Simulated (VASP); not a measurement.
# Co (P-3m1) in VASP: a series of runs

One crystal, Co, is run at these levels: LDA; tasks: single point.

All numbers are computed with VASP 6.6.1; they aren't measurements. Logs are shortened: lines on timing, memory, paths and dates and some standing lists are left out, and cuts for length are marked.

### 1 The crystal as given

The structure is trigonal, space group P-3m1 (No. 164). Conventional cell: a = 2.487 Å, b = 2.487 Å, c = 4.063 Å, α = 90.00°, β = 90.00°, γ = 120.00°. Around Co (site symmetry 3m) lie 12 Co at 2.42 to 2.55 Å.

### 2 Single point, LDA, collinear spin, ferromagnetic start

INCAR reads:

```
SYSTEM = Co
ADDGRID = .FALSE.
ALGO = Normal
EDIFF = 1E-6
ENCUT = 460
GGA = CA
ISIF = 2
ISMEAR = -1
ISPIN = 2
LASPH = .TRUE.
LCHARG = .FALSE.
LMAXMIX = 4
LORBIT = 11
LREAL = .FALSE.
LWAVE = .FALSE.
MAGMOM = 2 2
NBANDS = 20
NELM = 100
PREC = Accurate
SIGMA = 0.1
```

KPOINTS reads:

```
k-points
0
G
  7 7 4
  0 0 0
```

POSCAR reads:

```
Co
1.0
    2.4873648738      0.0000000000      0.0000000000
   -1.2436824369      2.1541211692      0.0000000000
    0.0000000000      0.0000000000      4.0632895034
Co
2
Direct
    0.3333333333      0.6666666667      0.7401390000
    0.6666666667      0.3333333333      0.2598610000
```

Potentials or basis: VASP PAW LDA potentials, release 64 (Co).

Started as:

```bash
$ cat potpaw_LDA.64/Co/POTCAR > POTCAR
$ mpirun -np 1 vasp_std > vasp.out
```

OUTCAR:

```text
SYSTEM = Co
   EDIFF = 1E-6
   ENCUT = 460
   GGA = CA
   ISIF = 2
   ISMEAR = -1
   ISPIN = 2
   LASPH = .TRUE.
   LORBIT = 11
   LREAL = .FALSE.
   NELM = 100
   PREC = Accurate

 Found     28 irreducible k-points:

 Following reciprocal coordinates:
            Coordinates               Weight
  0.000000  0.000000  0.000000      1.000000
  0.142857  0.000000  0.000000      6.000000
  0.285714  0.000000  0.000000      6.000000
  0.428571  0.000000  0.000000      6.000000
  0.142857  0.142857  0.000000      6.000000
  0.285714  0.142857  0.000000     12.000000
   k-points           NKPTS =     28   k-points in BZ     NKDIM =     28   number of bands    NBANDS=     20
   number of dos      NEDOS =    301   number of ions     NIONS =      2
   total plane-waves  NPLWV =   9072
   dimension x,y,z NGX =    18 NGY =   18 NGZ =   28
   dimension x,y,z NGXF=    36 NGYF=   36 NGZF=   56
   ions per type =               2
   NGX,Y,Z   is equivalent  to a cutoff of  12.03, 12.03, 11.46 a.u.
   NGXF,Y,Z  is equivalent  to a cutoff of  24.06, 24.06, 22.91 a.u.
 SYSTEM =  Co
   PREC   = accura    normal or accurate (medium, high low for compatibility)
   ISTART =      0    job   : 0-new  1-cont  2-samecut
   ICHARG =      2    charge: 1-file 2-atom 10-const
   ISPIN  =      2    spin polarized calculation?
   LNONCOLLINEAR =      F non collinear calculations
   LSORBIT =      F    spin-orbit coupling
   LASPH  =      T    aspherical Exc in radial PAW
   ENCUT  =  460.0 eV  33.81 Ry    5.81 a.u.   4.35  4.35  7.11*2*pi/ulx,y,z
   NELM   =    100;   NELMIN=  2; NELMDL= -5     # of ELM steps
   EDIFF  = 0.1E-05   stopping-criterion for ELM
   LREAL  =      F    real-space projection
   EDIFFG = 0.1E-04   stopping-criterion for IOM
   NSW    =      0    number of steps for IOM
   IBRION =     -1    ionic relax: 0-MD 1-quasi-New 2-CG
   NFREE  =      0    steps in history (QN), initial steepest desc. (CG)
   ISIF   =      2    stress and relaxation
   ISYM   =      2    0-nonsym 1-usesym 2-fastsym
   POTIM  = 0.5000    time-step for ionic-motion
   TEBEG  =    0.0;   TEEND  =   0.0 temperature during run
   PSTRESS=    0.0 pullay stress
   NELECT =      18.0000    total number of electrons
   NUPDOWN=      -1.0000    fix difference up-down
   EMIN   =  10.00;   EMAX   =-10.00  energy-range for DOS
   EFERMI =   0.00;   METHOD = LEGACY
   ISMEAR =    -1;   SIGMA  =   0.10  broadening in eV -4-tet -1-fermi 0-gaus
   EFERMI_NEDOS =   21; number of points for ismear=-14 and -15
   IALGO  =     38    algorithm
   IMIX   =      4    mixing-type and parameters
     AMIX     =   0.40;   BMIX     =  1.00
     AMIX_MAG =   1.60;   BMIX_MAG =  1.00
  volume/ion in A,a.u.               =      10.89        73.46
  Fermi-wavevector in a.u.,A,eV,Ry     =   1.536514  2.903591 32.121660  2.360875
  Thomas-Fermi vector in A             =   2.643152
   LORBIT       =     11    0 simple, 1 ext, 2 COOP (PROOUT), +10 PAW based schemes
   GGA     = CA    functional components
   LHFCALC =     F    Hartree Fock is set to
   AEXX    =    0.0000 exact exchange contribution
   IVDW    =     0    specifies the selected vdW correction
   LEPSILON=     F    determine dielectric tensor
   LRPA    =     F    only Hartree local field effects (RPA)
 spin polarized calculation
  energy-cutoff  :      460.00
  volume of cell :       21.77
 maximum number of plane-waves:       525
 NGX is ok and might be reduce to    18
   NGX =  9   NGY =  9   NGZ = 15

 number of electron      18.0000003 magnetization       3.0295237

 Free energy of the ion-electron system (eV)
  ---------------------------------------------------
  ext. energy  EPLUGINS =         0.00000000
  ---------------------------------------------------
  free energy    TOTEN  =       -16.11987774 eV

  energy without entropy =      -16.04550192  energy(sigma->0) =      -16.08268983

 E-fermi :   9.8973     XC(G=0): -13.7143

 val. band max:        9.8941540045   @ k =   0.0000   0.0000   0.0000
 cond. band min:       9.9070380393   @ k =   0.4286   0.0000   0.2500
 fundamental gap:      0.0128840348
 Fermi energy:         9.8973189991

 spin component 1

 k-point     1 :       0.0000    0.0000    0.0000
  band No.  band energies     occupation
      1       0.9711      1.00000
      2       4.8061      1.00000
      3       7.3721      1.00000
      4       7.4339      1.00000
      5       7.4339      1.00000
      6       7.7234      1.00000
[... 12 lines left out ...]
     19      35.8812      0.00000
     20      35.8812      0.00000

 k-point     2 :       0.1429    0.0000    0.0000
  band No.  band energies     occupation
      1       1.6770      1.00000
      2       5.2139      1.00000
      3       6.9747      1.00000
      4       7.4437      1.00000
      5       7.5697      1.00000
      6       7.7568      1.00000
[... 12 lines left out ...]
     19      36.4090      0.00000
     20      38.5381      0.00000

 k-point     3 :       0.2857    0.0000    0.0000
  band No.  band energies     occupation
      1       3.5072      1.00000
      2       5.6469      1.00000
      3       6.2131      1.00000
      4       6.7909      1.00000
      5       7.4210      1.00000
      6       7.5912      1.00000
[... 12 lines left out ...]
     19      33.9465      0.00000
     20      37.2488      0.00000

 k-point     4 :       0.4286    0.0000    0.0000
  band No.  band energies     occupation
      1       5.0068      1.00000
      2       5.3491      1.00000
      3       5.6192      1.00000
      4       7.2860      1.00000
      5       7.3487      1.00000
      6       7.5346      1.00000
[... 12 lines left out ...]
     19      32.5463      0.00000
     20      35.0039      0.00000

 k-point     5 :       0.1429    0.1429    0.0000
  band No.  band energies     occupation
      1       2.9738      1.00000
      2       5.7642      1.00000
      3       6.4642      1.00000
      4       6.6557      1.00000
      5       7.3726      1.00000
      6       7.5762      1.00000
[... 12 lines left out ...]
     19      33.7122      0.00000
     20      36.9495      0.00000

 k-point     6 :       0.2857    0.1429    0.0000
  band No.  band energies     occupation
      1       4.8520      1.00000
      2       5.7508      1.00000
      3       5.8691      1.00000
      4       6.5669      1.00000
      5       7.2180      1.00000
      6       7.6489      1.00000
[... 12 lines left out ...]
     19      31.8444      0.00000
     20      36.4849      0.00000

 [... further k-points ...]

 spin component 2

 k-point     1 :       0.0000    0.0000    0.0000
  band No.  band energies     occupation
      1       1.1481      1.00000
      2       5.6716      1.00000
      3       8.7400      0.99999
      4       8.8139      0.99998
      5       8.8139      0.99998
      6       9.1349      0.99951
[... 12 lines left out ...]
     19      36.2938      0.00000
     20      36.2938      0.00000

 k-point     2 :       0.1429    0.0000    0.0000
  band No.  band energies     occupation
      1       1.8584      1.00000
      2       6.1291      1.00000
      3       8.2441      1.00000
      4       8.5002      1.00000
      5       8.9114      0.99995
      6       9.1652      0.99934
[... 12 lines left out ...]
     19      36.6202      0.00000
     20      38.9580      0.00000

 k-point     3 :       0.2857    0.0000    0.0000
  band No.  band energies     occupation
      1       3.7538      1.00000
      2       6.7225      1.00000
      3       7.2515      1.00000
      4       7.9106      1.00000
      5       8.7188      0.99999
      6       9.0134      0.99986
[... 12 lines left out ...]
     19      34.0795      0.00000
     20      37.6630      0.00000

 k-point     4 :       0.4286    0.0000    0.0000
  band No.  band energies     occupation
      1       5.6914      1.00000
      2       6.4189      1.00000
      3       6.6924      1.00000
      4       8.0595      1.00000
      5       8.7448      0.99999
      6       8.8233      0.99998
[... 12 lines left out ...]
     19      32.7725      0.00000
     20      35.3605      0.00000

 k-point     5 :       0.1429    0.1429    0.0000
  band No.  band energies     occupation
      1       3.1796      1.00000
      2       6.7737      1.00000
      3       7.5351      1.00000
      4       7.8234      1.00000
      5       8.6985      0.99999
      6       8.9737      0.99990
[... 12 lines left out ...]
     19      34.0496      0.00000
     20      37.3422      0.00000

 k-point     6 :       0.2857    0.1429    0.0000
  band No.  band energies     occupation
      1       5.2656      1.00000
      2       6.8532      1.00000
      3       6.9467      1.00000
      4       7.5913      1.00000
      5       8.5577      1.00000
      6       8.9636      0.99991
[... 12 lines left out ...]
     19      32.2456      0.00000
     20      36.8970      0.00000

 [... further k-points ...]

------------------------ aborting loop because EDIFF is reached ----------------------------------------

  FORCE on cell =-STRESS in cart. coord.  units (eV):
  Direction    XX          YY          ZZ          XY          YZ          ZX
  --------------------------------------------------------------------------------------
  -------------------------------------------------------------------------------------
  Total       -2.4535571     -2.4535571     -2.7734433      0.0000000      0.0000000      0.0000000
  in kB     -180.5590878   -180.5590878   -204.0997513      0.0000000      0.0000000      0.0000000
  external PRESSURE =    -188.4059756 kB  Pullay stress =       0.0000000 kB

 VOLUME and BASIS-vectors are now :
 -----------------------------------------------------------------------------
  energy-cutoff  :      460.00
  volume of cell :       21.77
      direct lattice vectors                 reciprocal lattice vectors
     2.487364874  0.000000000  0.000000000     0.402031889  0.232113220  0.000000000
    -1.243682437  2.154121169  0.000000000     0.000000000  0.464226439  0.000000000
     0.000000000  0.000000000  4.063289503     0.000000000  0.000000000  0.246106018

 POSITION                                       TOTAL-FORCE (eV/Angst)
 -----------------------------------------------------------------------------------
     -0.00000      1.43608      3.00740         0.000000      0.000000      0.442131
      1.24368      0.71804      1.05589        -0.000000     -0.000000     -0.442131
 -----------------------------------------------------------------------------------
    total drift:                                0.000000     -0.000000     -0.000000

  FREE ENERGIE OF THE ION-ELECTRON SYSTEM (eV)
  ---------------------------------------------------
  free  energy   TOTEN  =       -16.1198777373 eV

  energy  without entropy=      -16.0455019163  energy(sigma->0) =      -16.08268983

 total charge

# of ion       s       p       d       tot
------------------------------------------
    1        0.488   0.513   7.282   8.283
    2        0.488   0.513   7.282   8.283
--------------------------------------------------
tot          0.976   1.026  14.565  16.566

 magnetization (x)

# of ion       s       p       d       tot
------------------------------------------
    1       -0.012  -0.034   1.564   1.517
    2       -0.012  -0.034   1.564   1.517
--------------------------------------------------
tot         -0.025  -0.069   3.127   3.034
```

Run time: 14 s. Hardware: 1 thread of Intel Xeon Platinum 8488C (Sapphire Rapids), shared host; peak memory 0.13 GiB.

These settings aren't checked as converged: the numbers below hold their error.

What came out:

| Property | Result |
| --- | --- |
| Free energy | -16.1199 eV |
| Pressure | -18.8 GPa |
| Largest force | 0.442 eV/Å |
| Band gap on the k mesh | none (metal or under the smearing width) |
| Net moment | 3.03 μB per cell |
| Site moments | Co +1.52 μB |
| Valence electrons inside the program's atomic spheres | Co 8.28 |

Caveat: the k mesh is coarse (spacing up to 0.42 Å⁻¹), so the values aren't converged.

### 3 Single point, LDA, collinear spin, ferromagnetic start

INCAR is that of step 2.

KPOINTS is that of step 2.

POSCAR reads:

```
Co
1.0
    2.4873648738      0.0000000000      0.0000000000
   -1.2436824369      2.1541211692      0.0000000000
    0.0000000000      0.0000000000      4.0632895034
Co
2
Direct
    0.3275520000      0.6759820000      0.7288160000
    0.6891290000      0.3188900000      0.2643300000
```

Potentials or basis: VASP PAW LDA potentials, release 64 (Co).

Started as:

```bash
$ cat potpaw_LDA.64/Co/POTCAR > POTCAR
$ mpirun -np 1 vasp_std > vasp.out
```

Run time: 39 s. Hardware: 1 thread of Intel Xeon Platinum 8488C (Sapphire Rapids), shared host; peak memory 0.16 GiB.

These settings aren't checked as converged: the numbers below hold their error.

Results:

* Free energy: -16.0635 eV
* Pressure: -16.7 GPa
* Largest force: 0.937 eV/Å
* Band gap on the k mesh: none (metal or under the smearing width)
* Net moment: 3.03 μB per cell
* Site moments: Co +1.51 μB
* Valence electrons inside the program's atomic spheres: Co 8.30

Caveat: the k mesh is coarse (spacing up to 0.42 Å⁻¹), so the values aren't converged.

### 4 Single point, LDA, collinear spin, ferromagnetic start

INCAR: that of step 3 with these lines changed.

```diff
@@ -19,2 +19,2 @@
 PREC = Accurate
-SIGMA = 0.1
+SIGMA = 0.4
```

KPOINTS is that of step 3.

POSCAR reads:

```
Co
1.0
    2.4873648738      0.0000000000      0.0000000000
   -1.2436824369      2.1541211692      0.0000000000
    0.0000000000      0.0000000000      4.0632895034
Co
2
Direct
    0.3333333333      0.6666666667      0.7401390000
    0.6666666667      0.3333333333      0.2598610000
```

Potentials or basis: VASP PAW LDA potentials, release 64 (Co).

Started as:

```bash
$ cat potpaw_LDA.64/Co/POTCAR > POTCAR
$ mpirun -np 1 vasp_std > vasp.out
```

OUTCAR:

```text
SYSTEM = Co
   EDIFF = 1E-6
   ENCUT = 460
   GGA = CA
   ISIF = 2
   ISMEAR = -1
   ISPIN = 2
   LASPH = .TRUE.
   LORBIT = 11
   LREAL = .FALSE.
   NELM = 100
   PREC = Accurate

 Found     28 irreducible k-points:

 Following reciprocal coordinates:
            Coordinates               Weight
  0.000000  0.000000  0.000000      1.000000
  0.142857  0.000000  0.000000      6.000000
  0.285714  0.000000  0.000000      6.000000
  0.428571  0.000000  0.000000      6.000000
  0.142857  0.142857  0.000000      6.000000
  0.285714  0.142857  0.000000     12.000000
   k-points           NKPTS =     28   k-points in BZ     NKDIM =     28   number of bands    NBANDS=     20
   number of dos      NEDOS =    301   number of ions     NIONS =      2
   total plane-waves  NPLWV =   9072
   dimension x,y,z NGX =    18 NGY =   18 NGZ =   28
   dimension x,y,z NGXF=    36 NGYF=   36 NGZF=   56
[... 369 lines left out ...]
      direct lattice vectors                 reciprocal lattice vectors
     2.487364874  0.000000000  0.000000000     0.402031889  0.232113220  0.000000000
    -1.243682437  2.154121169  0.000000000     0.000000000  0.464226439  0.000000000
     0.000000000  0.000000000  4.063289503     0.000000000  0.000000000  0.246106018

 POSITION                                       TOTAL-FORCE (eV/Angst)
 -----------------------------------------------------------------------------------
     -0.00000      1.43608      3.00740         0.000000      0.000000      0.499714
      1.24368      0.71804      1.05589        -0.000000     -0.000000     -0.499714
 -----------------------------------------------------------------------------------
    total drift:                                0.000000     -0.000000     -0.000000

  FREE ENERGIE OF THE ION-ELECTRON SYSTEM (eV)
  ---------------------------------------------------
  free  energy   TOTEN  =       -16.9498780950 eV

  energy  without entropy=      -14.9851457114  energy(sigma->0) =      -15.96751190

 total charge

# of ion       s       p       d       tot
------------------------------------------
    1        0.486   0.511   7.286   8.283
    2        0.486   0.511   7.286   8.283
--------------------------------------------------
tot          0.973   1.023  14.571  16.567

 magnetization (x)

# of ion       s       p       d       tot
------------------------------------------
    1       -0.000  -0.000   0.001   0.001
    2       -0.000  -0.000   0.001   0.001
--------------------------------------------------
tot         -0.000  -0.000   0.003   0.003
```

Run time: 19 s. Hardware: 1 thread of Intel Xeon Platinum 8488C (Sapphire Rapids), shared host; peak memory 0.13 GiB.

These settings aren't checked as converged: the numbers below hold their error.

What came out:

* Free energy: -16.9499 eV
* Pressure: -19.9 GPa
* Largest force: 0.500 eV/Å
* Band gap on the k mesh: none (metal or under the smearing width)
* Net moment: 0.00 μB per cell
* Valence electrons inside the program's atomic spheres: Co 8.28

Caveat: the k mesh is coarse (spacing up to 0.42 Å⁻¹), so the values aren't converged; the starting moments collapsed, and a magnetic state may lie lower.

### 5 The reference run

An earlier run on the cell as given: functional PBE; potentials or basis VASP PAW PBE potentials, release 64 (Co); cutoff 520 eV; k mesh 12 × 12 × 7; occupations fermi-dirac, width 0.05 eV; collinear spin, ferromagnetic start; starting moments [2.0, 2.0] μB.

* Pressure: 0.0 GPa
* Largest force: 0.481 eV/Å
* Band gap on the k mesh: none (metal or under the smearing width)
* Net moment: 3.26 μB per cell
* Site moments: Co +1.65 μB
* Valence electrons inside the program's atomic spheres: Co 8.27
